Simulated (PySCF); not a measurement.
Numbering as in the mapped SMILES `[CH2:1]1[CH2:2][O:3][CH2:4][CH2:5][NH:6]1` (H(Xn): hydrogen on atom n).

GIAO PBE0/pcSseg-1 shifts (PySCF 2.14.0 with density-fitted response routines, gas phase, non-relativistic, equivalent atoms averaged), each against references optimised in the same way as the molecule (TMS, H2O, NH3).

On the GFN2-xTB geometry: C2/C4 73.5, C1/C5 51.4, O3 49.9, N6 52.0, H(C2)/H(C4) 3.57, H(C1)/H(C5) 2.81, H(N6) 0.15 ppm.

What changes on the PBE0-D3(BJ)/def2-SVP geometry?

## Answers


| atoms | δ (ppm) | change |
| --- | --- | --- |
| C2/C4 | 70.7 | -2.8 |
| C1/C5 | 48.5 | -2.9 |
| O3 | 45.7 | -4.2 |
| N6 | 47.0 | -5.0 |
| H(C2)/H(C4) | 3.31 | -0.26 |
| H(C1)/H(C5) | 2.60 | -0.21 |
| H(N6) | -0.08 | -0.23 |

Bonds between heavy atoms that differ most (equivalent bonds averaged): C1–C2 1.534 → 1.523 Å, C2–O3 1.412 → 1.405 Å, C5–N6 1.455 → 1.452 Å. Mean change of bonds to hydrogen: C–H +0.010 Å, N–H +0.001 Å.
